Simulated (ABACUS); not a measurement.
# TePb (Pm-3m) in ABACUS: equation of state, part 2 of 2

ABACUS 3.10.1. Earlier steps stand in the parts before.

**8. Equation of state, PBE, 33.98 Å³/atom (volume scaled by 1.06)**

Input file INPUT:

```
INPUT_PARAMETERS
suffix              TePb
calculation         scf
basis_type          pw
pseudo_dir          ./
symmetry            1
dft_functional      pbe
ecutwfc             83
pseudo_rcut         10
nspin               1
nbands              19
ks_solver           dav
smearing_method     fd
smearing_sigma      0.00367493
scf_thr             1e-08
scf_nmax            100
mixing_type         broyden
mixing_beta         0.7
cal_force           1
cal_stress          1
kpar                4
```

Input file STRU:

```
ATOMIC_SPECIES
Pb 207.2000 Pb.upf
Te 127.6000 Te.upf

LATTICE_CONSTANT
1.8897261246

LATTICE_VECTORS
4.0807831442 0.0000000000 0.0000000000
0.0000000000 4.0807831442 0.0000000000
0.0000000000 0.0000000000 4.0807831442

ATOMIC_POSITIONS
Direct

Pb
0.0
1
0.0000000000 0.0000000000 0.0000000000 1 1 1

Te
0.0
1
0.5000000000 0.5000000000 0.5000000000 1 1 1
```

Input file KPT:

```
K_POINTS
0
Gamma
7 7 7 0 0 0
```

Potentials or basis: PseudoDojo NC SR 0.4.1 PBE standard, plane waves.

Command:

```console
> OMP_NUM_THREADS=1 mpirun -np 4 abacus > log
```

running log:

```text
ABACUS v3.10.1

               Atomic-orbital Based Ab-initio Computation at UStc

 ------------------------------------------------------------------------------------

 READING GENERAL INFORMATION
                           global_out_dir = OUT.TePb/
                           global_in_card = INPUT
                               pseudo_dir = ./
                              orbital_dir =
                                    DSIZE = 4
                                    GSIZE = 1
[... 5 lines left out ...]

 READING ATOM TYPE 1
                               atom label = Pb
                      L=0, number of zeta = 1
                      L=1, number of zeta = 1
                      L=2, number of zeta = 1
             number of atom for this type = 1

 READING ATOM TYPE 2
                               atom label = Te
                      L=0, number of zeta = 1
                      L=1, number of zeta = 1
                      L=2, number of zeta = 1
             number of atom for this type = 1

                        TOTAL ATOM NUMBER = 2
DIRECT COORDINATES
    atom                   x                   y                   z     mag                  vx                  vy                  vz
taud_Pb1            0.0000000000        0.0000000000        0.0000000000  0.0000        0.0000000000        0.0000000000        0.0000000000
taud_Te1            0.5000000000        0.5000000000        0.5000000000  0.0000        0.0000000000        0.0000000000        0.0000000000

                          Volume (Bohr^3) = 458.593
                             Volume (A^3) = 67.9563

 Lattice vectors: (Cartesian coordinate: in unit of a_0)
             +4.08078                  +0                  +0
                   +0            +4.08078                  +0
                   +0                  +0            +4.08078
 Reciprocal vectors: (Cartesian coordinate: in unit of 2 pi/a_0)
            +0.245051                  -0                  +0
                   -0           +0.245051                  -0
                   +0                  -0           +0.245051
 The esolver type has been set to : ksdft_pw

                PAO radial cut off (Bohr) = 10

 Read in pseudopotential file is Pb.upf
[... 202 lines left out ...]
 SELF-CONSISTENT
 -------------------------------------------
                                 init_chg = atomic

 PW ALGORITHM --------------- ION=   1  ELEC=   1--------------------------------

 Notice: Threshold on eigenvalues was too large.
 hsover_error=0.3 > DRHO=0.0708538
 Origin diag ethr = 0.01
 New diag ethr = 0.000236179

 Density error is 0.069249838452
                          Error Threshold = 0.000236179392023
----------------------------------------------------------
     Energy           Rydberg                 eV
----------------------------------------------------------
 E_KohnSham     -350.4856276697      -4768.6016034144
 E_Harris       -349.9604035482      -4761.4555626352
 E_Fermi        0.6496597656         8.8390745730
----------------------------------------------------------
[... 63 lines left out ...]
 Density error is 8.14094421931e-09
                          Error Threshold = 8.90570649321e-10
----------------------------------------------------------
     Energy           Rydberg                 eV
----------------------------------------------------------
 E_KohnSham     -350.5070237323      -4768.8927117809
 E_KS(sigma->0) -350.5066192006      -4768.8872078440
 E_Harris       -350.5069643785      -4768.8919042301
 E_band         -22.6383786136       -308.0109426259
 E_one_elec     -126.9836991351      -1727.7018613550
 E_Hartree      78.5270312164        1068.4150715666
 E_xc           -89.1580903427       -1213.0580514592
 E_Ewald        -212.8914564074      -2896.5368626595
 E_entropy(-TS) -0.0008090635        -0.0110078739
 E_descf        0.0000000000         0.0000000000
 E_exx          0.0000000000         0.0000000000
 E_Fermi        0.6737209302         9.1664435128
----------------------------------------------------------

 charge density convergence is achieved
 final etot is -4768.8927118 eV
 EFERMI = 9.1664435128 eV

 STATE ENERGY(eV) AND OCCUPATIONS    NSPIN == 1
 1/5 kpoint (Cartesian) = 0.0000 0.0000 0.0000 (5887 pws)
       1       -27.0927     0.00583090
       2       -27.0927     0.00583090
       3       -27.0905     0.00583090
       4       -27.0905     0.00583090
       5       -27.0905     0.00583090
       6       -8.05072     0.00583090
[... 95 lines left out ...]
      18        13.4723    2.78647e-39
      19        14.0465    2.86587e-44

------------------------------------------------------------------------------------------
 TOTAL-FORCE (eV/Angstrom)
------------------------------------------------------------------------------------------
                       Pb1         0.0000000000         0.0000000000         0.0000000000
                       Te1         0.0000000000         0.0000000000         0.0000000000
------------------------------------------------------------------------------------------

----------------------------------------------------------------
 TOTAL-STRESS (KBAR)
----------------------------------------------------------------
       -21.0626105658         0.0000000000        -0.0000000000
         0.0000000000       -21.0626105658         0.0000000000
         0.0000000000        -0.0000000000       -21.0626105658
----------------------------------------------------------------
 TOTAL-PRESSURE: -21.062611 KBAR

 --------------------------------------------
 !FINAL_ETOT_IS -4768.8927117809344054 eV
 --------------------------------------------
```

It took 3.8 s on 4 MPI ranks of AMD EPYC 9R45 (Zen 5), shared host; peak memory 0.44 GiB.

What came out:

| Quantity | Value |
| --- | --- |
| Free energy | -4768.8927 eV |
| Pressure | -2.1 GPa |
| Band gap on the k mesh | none (metal or under the smearing width) |

**9. Equation of state, PBE**

Potentials or basis: PseudoDojo NC SR 0.4.1 PBE standard, plane waves.

This step only gathers the single runs of the series.

Results:

| Property | Result |
| --- | --- |
| Equilibrium volume | 32.07 Å³/atom |
| Bulk modulus | 41 GPa |
| Pressure derivative of the bulk modulus | 3.9 |

Energy against volume, from the lowest point:
| volume (Å³/atom) | energy (meV/atom) |
| --- | --- |
| 30.132 | 16.46 |
| 30.773 | 7.14 |
| 31.414 | 1.77 |
| 32.055 | 0.00 |
| 32.696 | 1.49 |
| 33.337 | 5.93 |
| 33.978 | 13.04 |

The run has no spin-orbit coupling, so splittings on Pb, Te are missing.
